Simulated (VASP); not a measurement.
# Sb2S3 (Stibnite) (Pnma) in VASP: settings compared, part 4 of 4

VASP 6.6.1.

**5. Relaxation of cell and atoms, PBE**

This run uses another cell than the first one, of 24.37 Å³/atom, 1.074 times its volume.

INCAR reads:

```
ALGO = Normal ; EDIFF = 1E-6
EDIFFG = -0.01 ; ENCUT = 300
GGA = PE ; IBRION = 2
ISIF = 3 ; ISMEAR = 0
LASPH = True ; LCHARG = False
LREAL = False ; LWAVE = False
NELM = 80 ; NSW = 90
PREC = Accurate ; SIGMA = 0.03
```

KPOINTS reads:

```
k-points
0
Gamma
  2 4 2
```

POSCAR reads:

```
Sb2S3
1.0
   11.3110000000      0.0000000000      0.0000000000
    0.0000000000      3.8389000000      0.0000000000
    0.0000000000      0.0000000000     11.2230000000
Sb S
8 12
Direct
    0.4706100000      0.2500000000      0.3259500000
    0.0293900000      0.7500000000      0.8259500000
    0.9706100000      0.2500000000      0.1740500000
    0.5293900000      0.7500000000      0.6740500000
    0.3505900000      0.7500000000      0.0360200000
    0.1494100000      0.2500000000      0.5360200000
    0.8505900000      0.7500000000      0.4639800000
    0.6494100000      0.2500000000      0.9639800000
    0.2921400000      0.2500000000      0.1918100000
    0.2078600000      0.7500000000      0.6918100000
    0.7921400000      0.2500000000      0.3081900000
    0.7078600000      0.7500000000      0.8081900000
    0.5498000000      0.7500000000      0.1230000000
    0.9502000000      0.2500000000      0.6230000000
    0.0498000000      0.7500000000      0.3770000000
    0.4502000000      0.2500000000      0.8770000000
    0.3751000000      0.7500000000      0.4389000000
    0.1249000000      0.2500000000      0.9389000000
    0.8751000000      0.7500000000      0.0611000000
    0.6249000000      0.2500000000      0.5611000000
```

Potentials or basis: VASP PAW PBE potentials, release 64 (Sb, S).

Launch:

```bash
cat potpaw_PBE.64/Sb/POTCAR potpaw_PBE.64/S/POTCAR > POTCAR
mpirun -np 4 vasp_std > vasp.out
```

OUTCAR:

```text
EDIFF = 1E-6
   EDIFFG = -0.01
   ENCUT = 300
   GGA = PE
   IBRION = 2
   ISIF = 3
   ISMEAR = 0
   LASPH = True
   LREAL = False
   NELM = 80
   NSW = 90
   PREC = Accurate

 ion  position               nearest neighbor table
   1  0.471  0.250  0.326-   9 2.52  17 2.54  17 2.54  13 3.11  13 3.11  20 3.16
   2  0.029  0.750  0.826-  10 2.52  18 2.54  18 2.54  14 3.11  14 3.11  19 3.16
   3  0.971  0.250  0.174-  11 2.52  19 2.54  19 2.54  15 3.11  15 3.11  18 3.16
   4  0.529  0.750  0.674-  12 2.52  20 2.54  20 2.54  16 3.11  16 3.11  17 3.16
   5  0.351  0.750  0.036-  13 2.46   9 2.68   9 2.68  16 2.85  16 2.85
   6  0.149  0.250  0.536-  14 2.46  10 2.68  10 2.68  15 2.85  15 2.85
   7  0.851  0.750  0.464-  15 2.46  11 2.68  11 2.68  14 2.85  14 2.85
   8  0.649  0.250  0.964-  16 2.46  12 2.68  12 2.68  13 2.85  13 2.85
   9  0.292  0.250  0.192-   1 2.52   5 2.68   5 2.68
  10  0.208  0.750  0.692-   2 2.52   6 2.68   6 2.68
  11  0.792  0.250  0.308-   3 2.52   7 2.68   7 2.68
  12  0.708  0.750  0.808-   4 2.52   8 2.68   8 2.68
  13  0.550  0.750  0.123-   5 2.46   8 2.85   8 2.85   1 3.11   1 3.11
  14  0.950  0.250  0.623-   6 2.46   7 2.85   7 2.85   2 3.11   2 3.11
  15  0.050  0.750  0.377-   7 2.46   6 2.85   6 2.85   3 3.11   3 3.11
  16  0.450  0.250  0.877-   8 2.46   5 2.85   5 2.85   4 3.11   4 3.11
  17  0.375  0.750  0.439-   1 2.54   1 2.54   4 3.16
  18  0.125  0.250  0.939-   2 2.54   2 2.54   3 3.16
  19  0.875  0.750  0.061-   3 2.54   3 2.54   2 3.16
  20  0.625  0.250  0.561-   4 2.54   4 2.54   1 3.16

  LATTYP: Found a simple orthorhombic cell.
 ALAT       =     3.8389000000
 B/A-ratio  =     2.9234937091
 C/A-ratio  =     2.9464169424

  Lattice vectors:

 A1 = (   0.0000000000,   3.8389000000,   0.0000000000)
 A2 = (   0.0000000000,   0.0000000000,  11.2230000000)
 A3 = (  11.3110000000,   0.0000000000,   0.0000000000)

Analysis of symmetry for initial positions (statically):
=====================================================================
 Subroutine PRICEL returns:
 Original cell was already a primitive cell.

 Routine SETGRP: Setting up the symmetry group for a
 simple orthorhombic supercell.

 Subroutine GETGRP returns: Found  8 space group operations
 (whereof  2 operations were pure point group operations)
 out of a pool of  8 trial point group operations.

The static configuration has the point symmetry S_2 .
 The point group associated with its full space group is D_2h.

Analysis of symmetry for dynamics (positions and initial velocities):
=====================================================================
 Subroutine PRICEL returns:
 Original cell was already a primitive cell.

 Routine SETGRP: Setting up the symmetry group for a
 simple orthorhombic supercell.

 Subroutine GETGRP returns: Found  8 space group operations
 (whereof  2 operations were pure point group operations)
 out of a pool of  8 trial point group operations.

The dynamic configuration has the point symmetry S_2 .
 The point group associated with its full space group is D_2h.

 Subroutine INISYM returns: Found  8 space group operations
 (whereof  2 operations are pure point group operations),
 and found     1 'primitive' translations

----------------------------------------------------------------------------------------

                                     Primitive cell

  volume of cell :     487.3228

  direct lattice vectors                    reciprocal lattice vectors
    11.311000000  0.000000000  0.000000000     0.088409513  0.000000000  0.000000000
     0.000000000  3.838900000  0.000000000     0.000000000  0.260491287  0.000000000
     0.000000000  0.000000000 11.223000000     0.000000000  0.000000000  0.089102735

  length of vectors
[... 90 lines left out ...]
   dimension x,y,z NGX =    64 NGY =   24 NGZ =   64
   dimension x,y,z NGXF=   128 NGYF=   48 NGZF=  128
   ions per type =               8  12
   NGX,Y,Z   is equivalent  to a cutoff of   9.41, 10.39,  9.48 a.u.
   NGXF,Y,Z  is equivalent  to a cutoff of  18.81, 20.79, 18.96 a.u.
 SYSTEM =  unknown system
   PREC   = accura    normal or accurate (medium, high low for compatibility)
   ISTART =      0    job   : 0-new  1-cont  2-samecut
   ICHARG =      2    charge: 1-file 2-atom 10-const
   ISPIN  =      1    spin polarized calculation?
   LNONCOLLINEAR =      F non collinear calculations
   LSORBIT =      F    spin-orbit coupling
   LASPH  =      T    aspherical Exc in radial PAW
   ENCUT  =  300.0 eV  22.05 Ry    4.70 a.u.  15.97  5.42 15.85*2*pi/ulx,y,z
   NELM   =     80;   NELMIN=  2; NELMDL= -5     # of ELM steps
   EDIFF  = 0.1E-05   stopping-criterion for ELM
   LREAL  =      F    real-space projection
   EDIFFG = -.1E-01   stopping-criterion for IOM
   NSW    =     90    number of steps for IOM
   IBRION =      2    ionic relax: 0-MD 1-quasi-New 2-CG
   NFREE  =      1    steps in history (QN), initial steepest desc. (CG)
   ISIF   =      3    stress and relaxation
   ISYM   =      2    0-nonsym 1-usesym 2-fastsym
   POTIM  = 0.5000    time-step for ionic-motion
   TEBEG  =    0.0;   TEEND  =   0.0 temperature during run
   PSTRESS=    0.0 pullay stress
   NELECT =     112.0000    total number of electrons
   NUPDOWN=      -1.0000    fix difference up-down
   EMIN   =  10.00;   EMAX   =-10.00  energy-range for DOS
   EFERMI =   0.00;   METHOD = LEGACY
   ISMEAR =     0;   SIGMA  =   0.03  broadening in eV -4-tet -1-fermi 0-gaus
   EFERMI_NEDOS =   21; number of points for ismear=-14 and -15
   IALGO  =     38    algorithm
   IMIX   =      4    mixing-type and parameters
     AMIX     =   0.40;   BMIX     =  1.00
     AMIX_MAG =   1.60;   BMIX_MAG =  1.00
  volume/ion in A,a.u.               =      24.37       164.43
  Fermi-wavevector in a.u.,A,eV,Ry     =   1.002787  1.894992 13.681764  1.005581
  Thomas-Fermi vector in A             =   2.135296
   LORBIT       =      0    0 simple, 1 ext, 2 COOP (PROOUT), +10 PAW based schemes
   GGA     = PE    functional components
   LHFCALC =     F    Hartree Fock is set to
   AEXX    =    0.0000 exact exchange contribution
   IVDW    =     0    specifies the selected vdW correction
   LEPSILON=     F    determine dielectric tensor
   LRPA    =     F    only Hartree local field effects (RPA)
 conjugate gradient relaxation of ions
 non-spin polarized calculation
 Gauss-broadening in eV      SIGMA  =   0.03
  energy-cutoff  :      300.00
  volume of cell :      487.32
 maximum number of plane-waves:      5796
 NGX is ok and might be reduce to    64
   NGX = 31   NGY = 11   NGZ = 31

--------------------------------------- Ionic step        1  -------------------------------------------

 number of electron     111.9999995 magnetization

 Free energy of the ion-electron system (eV)
  ---------------------------------------------------
  ext. energy  EPLUGINS =         0.00000000
  ---------------------------------------------------
  free energy    TOTEN  =       -87.56255377 eV

  energy without entropy =      -87.56255377  energy(sigma->0) =      -87.56255377

------------------------ aborting loop because EDIFF is reached ----------------------------------------

  FORCE on cell =-STRESS in cart. coord.  units (eV):
  Direction    XX          YY          ZZ          XY          YZ          ZX
  --------------------------------------------------------------------------------------
  -------------------------------------------------------------------------------------
  Total        8.9598800      6.4486758      5.2119986      0.0000000     -0.0000000      0.0000000
  in kB       29.4575085     21.2013913     17.1355525      0.0000000     -0.0000000      0.0000000
  external PRESSURE =      22.5981508 kB  Pullay stress =       0.0000000 kB
[... 143 lines left out ...]
  FREE ENERGIE OF THE ION-ELECTRON SYSTEM (eV)
  ---------------------------------------------------
  free  energy   TOTEN  =       -87.6752879085 eV

  energy  without entropy=      -87.6752879085  energy(sigma->0) =      -87.67528791

[... ionic steps 4 to 21 ...]

--------------------------------------- Ionic step       22  -------------------------------------------

 number of electron     111.9999967 magnetization

------------------------ aborting loop because EDIFF is reached ----------------------------------------
[... 103 lines left out ...]
--------------------------------------- Ionic step       24  -------------------------------------------

 number of electron     111.9999965 magnetization

 Free energy of the ion-electron system (eV)
  ---------------------------------------------------
  ext. energy  EPLUGINS =         0.00000000
  ---------------------------------------------------
  free energy    TOTEN  =       -87.74207809 eV

  energy without entropy =      -87.74207809  energy(sigma->0) =      -87.74207809

 E-fermi :   4.7281     XC(G=0):  -9.1403

 val. band max:        4.5629150204   @ k =   0.5000   0.0000   0.0000
 cond. band min:       5.8654182928   @ k =   0.0000   0.0000   0.5000
 fundamental gap:      1.3025032724
 Fermi energy:         4.7280787803

 k-point     1 :       0.0000    0.0000    0.0000
  band No.  band energies     occupation
      1      -9.4198      2.00000
      2      -9.2334      2.00000
      3      -8.7593      2.00000
      4      -8.6519      2.00000
      5      -8.4746      2.00000
      6      -8.3290      2.00000
[... 888 lines left out ...]
  FREE ENERGIE OF THE ION-ELECTRON SYSTEM (eV)
  ---------------------------------------------------
  free  energy   TOTEN  =       -87.7420780913 eV

  energy  without entropy=      -87.7420780913  energy(sigma->0) =      -87.74207809

 reached required accuracy - stopping structural energy minimisation
```

Wall time 10 min (4 MPI ranks of Intel Xeon Platinum 8488C (Sapphire Rapids), shared host); peak memory 0.19 GiB.

What came out:

| Item | Value |
| --- | --- |
| Free energy | -87.7421 eV |
| Relaxed volume | 25.77 Å³/atom |
| Relaxed cell | a = 11.876 Å, b = 3.879 Å, c = 11.188 Å, α = 90.00°, β = 90.00°, γ = 90.00° |
| Space group after relaxing (to 0.05 Å) | Pnma (No. 62) |
| Energy gained by relaxing | 9.0 meV/atom |
| Ionic steps | 24 |
| Pressure after relaxing | 0.0 GPa |
| Largest force after relaxing | 0.008 eV/Å |
| Band gap on the k mesh | 1.30 eV, indirect (least direct gap 1.40 eV) |

Forces on the atoms (eV/Å):
```
Sb  -0.006  0.000  0.005
Sb   0.006  0.000  0.005
Sb  -0.006  0.000 -0.005
Sb   0.006  0.000 -0.005
Sb   0.001  0.000  0.002
Sb  -0.001  0.000  0.002
Sb   0.001  0.000 -0.002
Sb  -0.001  0.000 -0.002
S   -0.003  0.000 -0.005
S    0.003  0.000 -0.005
S   -0.003  0.000  0.005
S    0.003  0.000  0.005
S   -0.002  0.000  0.000
S    0.002  0.000  0.000
S   -0.002  0.000  0.000
S    0.002  0.000  0.000
S    0.006  0.000 -0.002
S   -0.006  0.000 -0.002
S    0.006  0.000  0.002
S   -0.006  0.000  0.002
```

The path:
```csv
step,energy change (eV),largest force (eV/Å),pressure (GPa),volume (Å³)
1,0.0000,0.3198,2.26,487.32
2,-0.0341,0.3935,-1.67,511.96
3,-0.1127,0.1354,0.02,500.45
4,-0.1250,0.1135,0.04,501.48
5,-0.1442,0.1196,0.09,504.54
6,-0.1449,0.1299,0.11,505.22
7,-0.1562,0.0834,0.01,507.66
8,-0.1647,0.0778,-0.14,512.27
9,-0.1724,0.0677,0.05,512.67
10,-0.1730,0.0930,0.11,512.79
11,-0.1751,0.0540,-0.10,514.58
12,-0.1751,0.0553,-0.10,514.64
13,-0.1773,0.0386,-0.02,514.51
14,-0.1776,0.0485,0.02,514.45
15,-0.1784,0.0282,0.02,514.70
16,-0.1787,0.0254,0.01,515.11
17,-0.1788,0.0196,0.01,515.00
18,-0.1790,0.0172,-0.03,515.28
19,-0.1790,0.0186,-0.03,515.32
20,-0.1792,0.0125,0.01,514.99
21,-0.1792,0.0135,0.03,514.89
22,-0.1793,0.0125,0.02,515.05
23,-0.1794,0.0190,0.00,515.20
24,-0.1795,0.0081,-0.01,515.33
```

Final structure:
```cif
data_structure
_symmetry_space_group_name_H-M 'P 1'
_symmetry_Int_Tables_number 1
_cell_length_a 11.8757
_cell_length_b 3.8787
_cell_length_c 11.1876
_cell_angle_alpha 90.000
_cell_angle_beta 90.000
_cell_angle_gamma 90.000
_cell_volume 515.33
loop_
_atom_site_label
_atom_site_type_symbol
_atom_site_fract_x
_atom_site_fract_y
_atom_site_fract_z
_atom_site_occupancy
Sb1 Sb 0.46820 0.25000 0.32732 1
Sb2 Sb 0.03180 0.75000 0.82732 1
Sb3 Sb 0.96820 0.25000 0.17268 1
Sb4 Sb 0.53180 0.75000 0.67268 1
Sb5 Sb 0.35620 0.75000 0.03368 1
Sb6 Sb 0.14380 0.25000 0.53368 1
Sb7 Sb 0.85620 0.75000 0.46632 1
Sb8 Sb 0.64380 0.25000 0.96632 1
S1 S 0.29772 0.25000 0.18842 1
S2 S 0.20228 0.75000 0.68842 1
S3 S 0.79772 0.25000 0.31158 1
S4 S 0.70228 0.75000 0.81158 1
S5 S 0.54697 0.75000 0.12543 1
S6 S 0.95303 0.25000 0.62543 1
S7 S 0.04697 0.75000 0.37457 1
S8 S 0.45303 0.25000 0.87457 1
S9 S 0.37577 0.75000 0.44164 1
S10 S 0.12423 0.25000 0.94164 1
S11 S 0.87577 0.75000 0.05836 1
S12 S 0.62423 0.25000 0.55836 1
```

Levels at points of the mesh, in eV from the valence-band top:
```
           k point  band 53  band 54  band 55  band 56  band 57  band 58  band 59  band 60
(0.00, 0.00, 0.00)    -0.21    -0.11    -0.10    -0.01     1.52     1.56     1.65     1.80
(0.50, 0.00, 0.00)    -0.15    -0.15     0.00     0.00     1.53     1.53     1.81     1.81
(0.00, 0.50, 0.00)    -0.54    -0.54    -0.17    -0.17     2.26     2.26     2.38     2.38
(0.50, 0.50, 0.00)    -0.36    -0.36    -0.36    -0.36     2.32     2.32     2.32     2.32
(0.00, 0.00, 0.50)    -0.17    -0.17    -0.09    -0.09     1.30     1.30     2.09     2.09
(0.50, 0.00, 0.50)    -0.26    -0.26    -0.25    -0.25     1.34     1.34     2.08     2.08
(0.00, 0.50, 0.50)    -0.74    -0.74    -0.49    -0.49     1.96     1.96     2.21     2.21
(0.50, 0.50, 0.50)    -0.72    -0.72    -0.72    -0.72     2.17     2.17     2.17     2.17
```

Caveat: the cutoff is under 1.25 times the usual one of these potentials, so pressure, stress and relaxed cells hold a basis-set (Pulay) error; spin-orbit coupling is left out, which moves the levels of the heavy elements.

**6. The runs side by side**

| level | potentials or basis | k mesh | cutoff (eV) | gap on the mesh (eV) | pressure (GPa) | relaxed volume (Å³/atom) |
| --- | --- | --- | --- | --- | --- | --- |
| LDA | VASP PAW LDA potentials, release 64 (Sb, S) | 4 × 8 × 4 | 600 | 1.07 | 0.0 | 22.68 |
| PBEsol | VASP PAW PBE potentials, release 64 (Sb, S) | 4 × 8 × 4 | 600 | 1.18 | 0.0 | 23.58 |
| PBE | VASP PAW PBE potentials, release 64 (Sb, S) | 2 × 4 × 2 | 300 | 1.30 | 0.0 | 25.77 |

Alike in all rows: task relaxation of cell and atoms; no spin polarisation; cell relaxed; smearing gaussian 0.03 eV.

Caveats: spin-orbit coupling is left out, which moves the levels of the heavy elements; the PAW data sets were made with another functional, which shifts forces and pressure a little (some runs); the cutoff is under 1.25 times the usual one of these potentials, so pressure, stress and relaxed cells hold a basis-set (Pulay) error (some runs).

Total energies depend on the potentials used, so only differences within one code and one set of settings carry meaning.
